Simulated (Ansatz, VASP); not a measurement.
## Ni: VASP beside Ansatz

The input INCAR:

```
PREC     = Accurate       # precision mode
ENCUT    = 520            # plane-wave cutoff, eV
EDIFF    = 1E-7           # SCF threshold, eV
ISMEAR   = -1             # smearing method
SIGMA    = 0.1            # smearing width, eV
LREAL    = F              # projectors in reciprocal space
LASPH    = T              # aspherical terms in the spheres
NELM     = 80             # most SCF steps
ALGO     = Normal         # electronic algorithm
ISIF     = 2              # what is computed and relaxed
LWAVE    = F              # write WAVECAR
LCHARG   = F              # write CHGCAR
GGA      = PE             # functional
NBANDS   = 17             # bands
```

Contents of KPOINTS:

```
Automatic mesh
0
Gamma
  12 12 12
```

POSCAR

```
Ni
1.0
    0.0000000000      2.4786305769      2.4786305769
    2.4786305769      0.0000000000      2.4786305769
    2.4786305769      2.4786305769      0.0000000000
Ni
2
Direct
    0.1250000000      0.1250000000      0.1250000000
    0.8750000000      0.8750000000      0.8750000000
```

Input for Ansatz:

```yaml
crystal:
  lattice:
    - [0.0, 2.4786305769, 2.4786305769]
    - [2.4786305769, 0.0, 2.4786305769]
    - [2.4786305769, 2.4786305769, 0.0]
  atoms:
    - { symbol: Ni, position: [0.125, 0.125, 0.125] }
    - { symbol: Ni, position: [0.875, 0.875, 0.875] }
hamiltonian:
  xc: pbe
  pseudopotentials:
    kind: paw
    azcp:
      Ni: "pseudopotentials/Ni.paw.azcp"
basis:
  ecutwfc: 420
  fft_grid_basis: typed
kpoints:
  mp_grid: { grid: [12, 12, 12], shift: [0, 0, 0] }
magnetization:
  spin_polarized: false
scf:
  occupations: { method: fermi_dirac, width: 0.1 }
  lower_state_search: "off"
output:
  stress: true
```

Alike in both runs: task single point; functional PBE; k mesh 12 × 12 × 12; occupations fermi-dirac, width 0.1 eV; no spin polarisation.

|  | VASP | Ansatz |
| --- | --- | --- |
| version | VASP 6.6.1 | Ansatz 0.2.0 |
| potentials or method | VASP PAW PBE potentials, release 64 (Ni) | plane waves (420 eV) with PAW, scalar-relativistic |
| plane-wave cutoff (eV) | 520 | 420 |
| valence electrons in the cell | 20 | 36 |

Ansatz gave:

* pressure (GPa): 9.2

Q: Which values does VASP return?

A: Pressure (GPa): 9.0.

The functional is the same, so the differences come from potentials, cutoffs and numerics. The two sets of potentials don't hold the same shells in valence.

Caveats: the run has no spin polarisation, though such a crystal can be magnetic. Spin polarisation is off, so any magnetic state and its effect on volume and gap are missing.
